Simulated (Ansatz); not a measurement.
# Competing collinear orders in O (C2/m)

The source of the geometry is a structure from the Materials Project; atoms and cell stay fixed.

Common settings: PBE, 10×10×8 k mesh, Fermi–Dirac smearing of 0.05 eV. PAW means Ansatz 0.2.0 on its default frozen-core files; LAPW is all-electron LAPW in Ansatz 0.2.0. Site moments are integrated in spheres about the atoms, whose radii differ between the methods.

The reference run was typed so:

```yaml
crystal:
  lattice:
    - [2.8514028533, -1.66241594, 0.0]
    - [2.8514028533, 1.66241594, 0.0]
    - [-2.3944914034, 0.0, 3.6470501824]
  atoms:
    - { symbol: O, position: [0.02545383, 0.02545383, 0.15557402], spin: 1.0 }
    - { symbol: O, position: [0.97454617, 0.97454617, 0.84442598], spin: 1.0 }
magnetization:
  spin_polarized: true
kpoints:
  mp_grid: { grid: [10, 10, 8] }
scf:
  occupations: { method: fermi_dirac, width: 0.05 }
  lower_state_search: "off"
hamiltonian:
  xc: pbe
  pseudopotentials: { kind: paw }
output:
  forces: true
  stress: true
  eigenvalues: true
  populations: true
```

Command: `ansatz run input.yaml --threads 1 --pin off --max-ram 3072MiB --backend cpu --events-out ev --progress --plain --runs-dir out`

The input for «start O1↑ O2↓» by PAW differs from it in these lines, output keys apart:

```diff
-    - { symbol: O, position: [0.97454617, 0.97454617, 0.84442598], spin: 1.0 }
+    - { symbol: O, position: [0.97454617, 0.97454617, 0.84442598], spin: -1.0 }
```

Energies count from the run that starts all moments parallel. Patterns list the atoms that start with 0.5 μB or more.

```tsv
start	ΔF PAW (meV/atom)	ΔF LAPW (meV/atom)	largest moment, PAW (μB)	M, PAW (μB/cell)	order at the end, PAW	P, PAW (GPa)
O1↑, O2↑	0.0	0.0	?	2.00	kept	0.7
O1↑, O2↓	?	–	0.00	0.00	moments lost	-2.1
```

Task: What belongs in the row "O1↑, O2↓", column "ΔF PAW (meV/atom)"?

Result: +389.9.

Task: Fill in "largest moment, PAW (μB)" for the row "O1↑, O2↑".

Result: 0.56.

The lowest of these ends as follows. Site moments (μB): O1 0.56, O2 0.56. Cell moment 2.00 μB. Orders of other supercells weren't tried and can lie lower.

The Ansatz runs typed with the search for lower states off end where their start leads. The magnetic state is the one that this cell and start allow. It needn't be the compound's measured order, which may need a larger cell or be absent.
